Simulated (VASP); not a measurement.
# Ge (Fd-3m) in VASP: further runs

Runs on Ge. Level: r2SCAN. Tasks: relaxation of cell and atoms.

Program: VASP 6.6.1. These are calculated values, not measurements. Logs are shortened: lines on timing, memory, paths and dates and some standing lists are left out, and cuts for length are marked.

**1. Starting point**

It takes space group Fd-3m (No. 227, cubic). Conventional cell: a = 5.658 Å, b = 5.658 Å, c = 5.658 Å, α = 90.00°, β = 90.00°, γ = 90.00°. Ge (site symmetry -43m) is surrounded by 4 Ge at 2.45 Å.

**2. Relaxation of cell and atoms, r2SCAN**

INCAR reads:

```
  ALGO = Normal
  EDIFF = 1E-6
  EDIFFG = -0.01
  ENCUT = 600
  IBRION = 2
  ISIF = 3
  ISMEAR = 0
  LASPH = T
  LCHARG = F
  LMIXTAU = T
  LREAL = F
  LWAVE = F
  METAGGA = R2SCAN
  NELM = 80
  NSW = 90
  PREC = Accurate
  SIGMA = 0.03
```

KPOINTS reads:

```
k-points
0
Gamma
  10 10 10
```

POSCAR reads:

```
Ge
1.0
    0.0000000000      2.8289100000      2.8289100000
    2.8289100000      0.0000000000      2.8289100000
    2.8289100000      2.8289100000      0.0000000000
Ge
2
Direct
    0.0000000000      0.0000000000      0.0000000000
    0.2500000000      0.2500000000      0.2500000000
```

Potentials or basis: VASP PAW PBE potentials, release 64 (Ge_d).

Launch:

```
> cat potpaw_PBE.64/Ge_d/POTCAR > POTCAR
> mpirun -np 1 vasp_std > vasp.out
```

OUTCAR:

```text
EDIFF = 1E-6
   EDIFFG = -0.01
   ENCUT = 600
   IBRION = 2
   ISIF = 3
   ISMEAR = 0
   LASPH = T
   LREAL = F
   METAGGA = R2SCAN
   NELM = 80
   NSW = 90
   PREC = Accurate

 ion  position               nearest neighbor table
   1  0.000  0.000  0.000-   2 2.45   2 2.45   2 2.45   2 2.45
   2  0.250  0.250  0.250-   1 2.45   1 2.45   1 2.45   1 2.45

  LATTYP: Found a face centered cubic cell.
 ALAT       =     5.6578200000

  Lattice vectors:

 A1 = (   0.0000000000,   2.8289100000,   2.8289100000)
 A2 = (   2.8289100000,   0.0000000000,   2.8289100000)
 A3 = (   2.8289100000,   2.8289100000,   0.0000000000)

Analysis of symmetry for initial positions (statically):
=====================================================================
 Subroutine PRICEL returns:
 Original cell was already a primitive cell.

 Routine SETGRP: Setting up the symmetry group for a
 face centered cubic supercell.

 Subroutine GETGRP returns: Found 48 space group operations
 (whereof 24 operations were pure point group operations)
 out of a pool of 48 trial point group operations.

The static configuration has the point symmetry T_d .
 The point group associated with its full space group is O_h .

Analysis of symmetry for dynamics (positions and initial velocities):
=====================================================================
 Subroutine PRICEL returns:
 Original cell was already a primitive cell.

 Routine SETGRP: Setting up the symmetry group for a
 face centered cubic supercell.

 Subroutine GETGRP returns: Found 48 space group operations
 (whereof 24 operations were pure point group operations)
 out of a pool of 48 trial point group operations.

The dynamic configuration has the point symmetry T_d .
 The point group associated with its full space group is O_h .

 Subroutine INISYM returns: Found 48 space group operations
 (whereof 24 operations are pure point group operations),
 and found     1 'primitive' translations

----------------------------------------------------------------------------------------

                                     Primitive cell

  volume of cell :      45.2780

  direct lattice vectors                    reciprocal lattice vectors
     0.000000000  2.828910000  2.828910000    -0.176746521  0.176746521  0.176746521
     2.828910000  0.000000000  2.828910000     0.176746521 -0.176746521  0.176746521
     2.828910000  2.828910000  0.000000000     0.176746521  0.176746521 -0.176746521

  length of vectors
     4.000682889  4.000682889  4.000682889     0.306133954  0.306133954  0.306133954

  position of ions in fractional coordinates (direct lattice)
     0.000000000  0.000000000  0.000000000
     0.250000000  0.250000000  0.250000000

  ion indices of the primitive-cell ions
   primitive index   ion index
                 1           1
                 2           2

----------------------------------------------------------------------------------------

 KPOINTS: k-points

Automatic generation of k-mesh.
 Grid dimensions read from file:
 generate k-points for:   10   10   10

 Generating k-lattice:

  Cartesian coordinates                     Fractional coordinates (reciprocal lattice)
    -0.017674652  0.017674652  0.017674652     0.100000000  0.000000000  0.000000000
     0.017674652 -0.017674652  0.017674652     0.000000000  0.100000000  0.000000000
     0.017674652  0.017674652 -0.017674652     0.000000000  0.000000000  0.100000000

  Length of vectors
     0.030613395  0.030613395  0.030613395

  Shift w.r.t. Gamma in fractional coordinates (k-lattice)
     0.000000000  0.000000000  0.000000000

 Subroutine IBZKPT returns following result:
 ===========================================

 Found     47 irreducible k-points:

 Following reciprocal coordinates:
            Coordinates               Weight
  0.000000  0.000000  0.000000      1.000000
  0.100000  0.000000  0.000000      8.000000
  0.200000  0.000000  0.000000      8.000000
  0.300000  0.000000  0.000000      8.000000
  0.400000  0.000000  0.000000      8.000000
  0.500000  0.000000  0.000000      4.000000
[... 16 lines left out ...]
  0.300000  0.300000  0.000000      6.000000
  0.400000  0.300000  0.000000     24.000000
 [... further k-points ...]
   k-points           NKPTS =     47   k-points in BZ     NKDIM =     47   number of bands    NBANDS=     18
   number of dos      NEDOS =    301   number of ions     NIONS =      2
   total plane-waves  NPLWV =  32768
   dimension x,y,z NGX =    32 NGY =   32 NGZ =   32
   dimension x,y,z NGXF=    64 NGYF=   64 NGZF=   64
   ions per type =               2
   NGX,Y,Z   is equivalent  to a cutoff of  13.30, 13.30, 13.30 a.u.
   NGXF,Y,Z  is equivalent  to a cutoff of  26.59, 26.59, 26.59 a.u.
 SYSTEM =  unknown system
   PREC   = accura    normal or accurate (medium, high low for compatibility)
   ISTART =      0    job   : 0-new  1-cont  2-samecut
   ICHARG =      2    charge: 1-file 2-atom 10-const
   ISPIN  =      1    spin polarized calculation?
   LNONCOLLINEAR =      F non collinear calculations
   LSORBIT =      F    spin-orbit coupling
   LASPH  =      T    aspherical Exc in radial PAW
   ENCUT  =  600.0 eV  44.10 Ry    6.64 a.u.   7.99  7.99  7.99*2*pi/ulx,y,z
   NELM   =     80;   NELMIN=  2; NELMDL= -5     # of ELM steps
   EDIFF  = 0.1E-05   stopping-criterion for ELM
   LREAL  =      F    real-space projection
   EDIFFG = -.1E-01   stopping-criterion for IOM
   NSW    =     90    number of steps for IOM
   IBRION =      2    ionic relax: 0-MD 1-quasi-New 2-CG
   NFREE  =      1    steps in history (QN), initial steepest desc. (CG)
   ISIF   =      3    stress and relaxation
   ISYM   =      2    0-nonsym 1-usesym 2-fastsym
   POTIM  = 0.5000    time-step for ionic-motion
   TEBEG  =    0.0;   TEEND  =   0.0 temperature during run
   PSTRESS=    0.0 pullay stress
   NELECT =      28.0000    total number of electrons
   NUPDOWN=      -1.0000    fix difference up-down
   EMIN   =  10.00;   EMAX   =-10.00  energy-range for DOS
   EFERMI =   0.00;   METHOD = LEGACY
   ISMEAR =     0;   SIGMA  =   0.03  broadening in eV -4-tet -1-fermi 0-gaus
   EFERMI_NEDOS =   21; number of points for ismear=-14 and -15
   IALGO  =     38    algorithm
   IMIX   =      4    mixing-type and parameters
     AMIX     =   0.40;   BMIX     =  1.00
     AMIX_MAG =   1.60;   BMIX_MAG =  1.00
  volume/ion in A,a.u.               =      22.64       152.78
  Fermi-wavevector in a.u.,A,eV,Ry     =   1.394756  2.635708 26.468033  1.945346
  Thomas-Fermi vector in A             =   2.518275
   LORBIT       =      0    0 simple, 1 ext, 2 COOP (PROOUT), +10 PAW based schemes
   METAGGA = R2SCAN    functional components
   LHFCALC =     F    Hartree Fock is set to
   AEXX    =    0.0000 exact exchange contribution
   IVDW    =     0    specifies the selected vdW correction
   LEPSILON=     F    determine dielectric tensor
   LRPA    =     F    only Hartree local field effects (RPA)
 conjugate gradient relaxation of ions
 non-spin polarized calculation
 Gauss-broadening in eV      SIGMA  =   0.03
  energy-cutoff  :      600.00
  volume of cell :       45.28
 maximum number of plane-waves:      1524
   NGX = 15   NGY = 15   NGZ = 15

--------------------------------------- Ionic step        1  -------------------------------------------

 number of electron      28.0000013 magnetization

 Free energy of the ion-electron system (eV)
  ---------------------------------------------------
  ext. energy  EPLUGINS =         0.00000000
  ---------------------------------------------------
  free energy    TOTEN  =       -27.74287299 eV

  energy without entropy =      -27.74287299  energy(sigma->0) =      -27.74287299

------------------------ aborting loop because EDIFF is reached ----------------------------------------

  FORCE on cell =-STRESS in cart. coord.  units (eV):
  Direction    XX          YY          ZZ          XY          YZ          ZX
  --------------------------------------------------------------------------------------
  -------------------------------------------------------------------------------------
  Total        0.2123491      0.2123491      0.2123491      0.0000000      0.0000000      0.0000000
  in kB        7.5140415      7.5140415      7.5140415      0.0000000      0.0000000      0.0000000
  external PRESSURE =       7.5140415 kB  Pullay stress =       0.0000000 kB
[... 57 lines left out ...]
  energy  without entropy=      -27.7436524331  energy(sigma->0) =      -27.74365243

--------------------------------------- Ionic step        3  -------------------------------------------

 number of electron      28.0000020 magnetization

 Free energy of the ion-electron system (eV)
  ---------------------------------------------------
  ext. energy  EPLUGINS =         0.00000000
  ---------------------------------------------------
  free energy    TOTEN  =       -27.74392792 eV

  energy without entropy =      -27.74392792  energy(sigma->0) =      -27.74392792

 E-fermi :   4.8385     XC(G=0): -10.7670

 val. band max:        4.7026761770   @ k =   0.0000   0.0000   0.0000
 cond. band min:       5.0105128480   @ k =   0.0000   0.0000   0.0000
 fundamental gap:      0.3078366711
 Fermi energy:         4.8385249431

 k-point     1 :       0.0000    0.0000    0.0000
  band No.  band energies     occupation
      1     -20.7774      2.00000
      2     -20.7774      2.00000
      3     -20.7774      2.00000
      4     -20.7387      2.00000
      5     -20.7387      2.00000
      6     -20.5267      2.00000
[... 10 lines left out ...]
     17       7.4123      0.00000
     18       7.4123      0.00000
[... 466 lines left out ...]
      2     -20.8056      2.00000
      3     -20.7611      2.00000
      4     -20.6735      2.00000
      5     -20.6553      2.00000
      6     -20.6296      2.00000
[... 10 lines left out ...]
     17      11.7879      0.00000
     18      12.3182      0.00000

 [... further k-points ...]

------------------------ aborting loop because EDIFF is reached ----------------------------------------

  FORCE on cell =-STRESS in cart. coord.  units (eV):
  Direction    XX          YY          ZZ          XY          YZ          ZX
  --------------------------------------------------------------------------------------
  -------------------------------------------------------------------------------------
  Total       -0.0007410     -0.0007410     -0.0007410      0.0000000      0.0000000     -0.0000000
  in kB       -0.0259583     -0.0259583     -0.0259583      0.0000000      0.0000000     -0.0000000
  external PRESSURE =      -0.0259583 kB  Pullay stress =       0.0000000 kB
[... 17 lines left out ...]
  FREE ENERGIE OF THE ION-ELECTRON SYSTEM (eV)
  ---------------------------------------------------
  free  energy   TOTEN  =       -27.7439279159 eV

  energy  without entropy=      -27.7439279159  energy(sigma->0) =      -27.74392792

 reached required accuracy - stopping structural energy minimisation
```

It took 5.3 min on 1 thread of AMD EPYC 7R13 (Zen 3), shared host; peak memory 0.18 GiB.

Results:

| Item | Value |
| --- | --- |
| Free energy | -27.7439 eV |
| Relaxed volume | 22.87 Å³/atom |
| Relaxed cell | a = 4.014 Å, b = 4.014 Å, c = 4.014 Å, α = 60.00°, β = 60.00°, γ = 60.00° |
| Space group after relaxing (to 0.05 Å) | Fd-3m (No. 227) |
| Energy gained by relaxing | 0.5 meV/atom |
| Ionic steps | 3 |
| Pressure after relaxing | 0.0 GPa |
| Band gap on the k mesh | 0.31 eV, direct |

Step by step:
| step | energy change (eV) | largest force (eV/Å) | pressure (GPa) | volume (Å³) |
| --- | --- | --- | --- | --- |
| 1 | 0.0000 | 0.0000 | 0.75 | 45.28 |
| 2 | -0.0008 | 0.0000 | -0.27 | 45.98 |
| 3 | -0.0011 | 0.0000 | 0.00 | 45.73 |

Final structure:
```xyz
2
Lattice="0.0000 2.8384 2.8384 2.8384 0.0000 2.8384 2.8384 2.8384 0.0000" Properties=species:S:1:pos:R:3 pbc="T T T"
Ge    0.0000    0.0000    0.0000
Ge    1.4192    1.4192    1.4192
```

Levels at points of the mesh, in eV from the valence-band top:
```
           k point  band 12  band 13  band 14  band 15  band 16  band 17
(0.00, 0.00, 0.00)     0.00     0.00     0.00     0.31     2.71     2.71
(0.50, 0.00, 0.00)    -7.82    -1.47    -1.47     0.41     3.99     3.99
(0.50, 0.50, 0.00)    -9.18    -3.19    -3.19     0.99     0.99    10.02
```

Caveat: the PAW data sets were made with another functional, which shifts forces and pressure a little. r2SCAN opens gaps a little over a GGA but as a rule still falls short of measured ones.

**3. Relaxation of cell and atoms, r2SCAN**

This run uses another cell than the first one, of 22.87 Å³/atom, 1.010 times its volume.

INCAR, as its differences from that of step 2:

```diff
@@ -1,4 +1,4 @@
   ALGO = Normal
-  EDIFF = 1E-6
-  EDIFFG = -0.01
+  EDIFF = 1E-7
+  EDIFFG = -0.005
   ENCUT = 600
```

KPOINTS is that of step 2.

POSCAR reads:

```
Ge                                      
1.0
    0.0000000000      2.8383942281      2.8383942281
    2.8383942281      0.0000000000      2.8383942281
    2.8383942281      2.8383942281      0.0000000000
  Ge            
     2
Direct
     0.0000000000000000    0.0000000000000000    0.0000000000000000
     0.2500000000000000    0.2500000000000000    0.2500000000000000
```

Potentials or basis: VASP PAW PBE potentials, release 64 (Ge_d).

Launch:

```
> cat potpaw_PBE.64/Ge_d/POTCAR > POTCAR
> mpirun -np 1 vasp_std > vasp.out
```

It took 2.9 min on 1 thread of AMD EPYC 7R13 (Zen 3), shared host; peak memory 0.17 GiB.

The run converged. Its results:

* Free energy: -27.7440 eV
* Pressure after relaxing: 0.0 GPa
* Band gap on the k mesh: 0.31 eV, direct

Final structure:
```
Ge
1.0
     0.00000    2.83839    2.83839
     2.83839    0.00000    2.83839
     2.83839    2.83839    0.00000
Ge
2
Direct
  0.00000 0.00000 0.00000
  0.25000 0.25000 0.25000
```

Levels at points of the mesh, in eV from the valence-band top:
| k point | band 10 | band 11 | band 12 | band 13 | band 14 | band 15 | band 16 | band 17 | band 18 |
| --- | --- | --- | --- | --- | --- | --- | --- | --- | --- |
| (0.00, 0.00, 0.00) | -25.21 | -13.23 | 0.00 | 0.00 | 0.00 | 0.31 | 2.71 | 2.71 | 2.71 |
| (0.50, 0.00, 0.00) | -25.19 | -11.06 | -7.82 | -1.47 | -1.47 | 0.41 | 3.99 | 3.99 | 7.65 |
| (0.50, 0.50, 0.00) | -25.17 | -9.18 | -9.18 | -3.19 | -3.19 | 0.99 | 0.99 | 10.02 | 10.02 |

Caveat: the relaxation stopped at its first step, so nothing moved; the PAW data sets were made with another functional, which shifts forces and pressure a little.
